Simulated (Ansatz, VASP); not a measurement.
# Au: VASP beside Ansatz

INCAR

```
SYSTEM = Au
PREC = Accurate
ENCUT = 520
EDIFF = 1E-6
ISMEAR = 0
SIGMA = 0.15
LREAL = .False.
LASPH = .True.
NELM = 100
ALGO = Fast
ISIF = 2
LWAVE = .False.
LCHARG = .False.
GGA = PE
NBANDS = 12
```

KPOINTS

```
regular mesh
0
Gamma
  20 20 20
  0 0 0
```

The input POSCAR:

```
Au
1.0
    0.0000000000      2.1477750000      1.9432250000
    2.1477750000      0.0000000000      1.9432250000
    2.1477750000      2.1477750000      0.0000000000
Au
1
Direct
    0.0000000000      0.0000000000      0.0000000000
```

Input for Ansatz:

```yaml
crystal:
  lattice:
    - [0.0, 2.147775, 1.943225]
    - [2.147775, 0.0, 1.943225]
    - [2.147775, 2.147775, 0.0]
  atoms:
    - { symbol: Au, position: [0.0, 0.0, 0.0] }
basis:
  ecutwfc: 420
kpoints:
  mp_grid: { grid: [20, 20, 20] }
hamiltonian:
  xc: pbe
scf:
  occupations: { method: gaussian, width: 0.15 }
output:
  forces: true
  stress: true
  eigenvalues: true
```

Change from the starting cell: strain +0.050 along x and y, -0.050 along z, atoms carried along.

Alike in both runs: task single point; functional PBE; k mesh 20 × 20 × 20; occupations gaussian, width 0.15 eV; no spin polarisation.

|  | VASP | Ansatz |
| --- | --- | --- |
| version | VASP 6.6.1 | Ansatz 0.2.0 |
| potentials or method | VASP PAW PBE potentials, release 64 (Au) | scalar-relativistic, plane waves, PAW |
| plane-wave cutoff (eV) | 520 | 420 |
| valence electrons in the cell | 11 | 19 |

|  | VASP | Ansatz | Ansatz less VASP |
| --- | --- | --- | --- |
| gap on the k mesh at the Fermi level (eV) | none | none | - |
| pressure (GPa) | 0.4 | 0.6 | +0.17 |
| largest component of the traceless stress (GPa) | 0.90 | 0.89 | -0.012 |

A gap of «none» marks a metal or a gap that the smearing closes. The two sets of potentials don't hold the same shells in valence.

The runs have no spin-orbit coupling, so splittings on Au are missing.
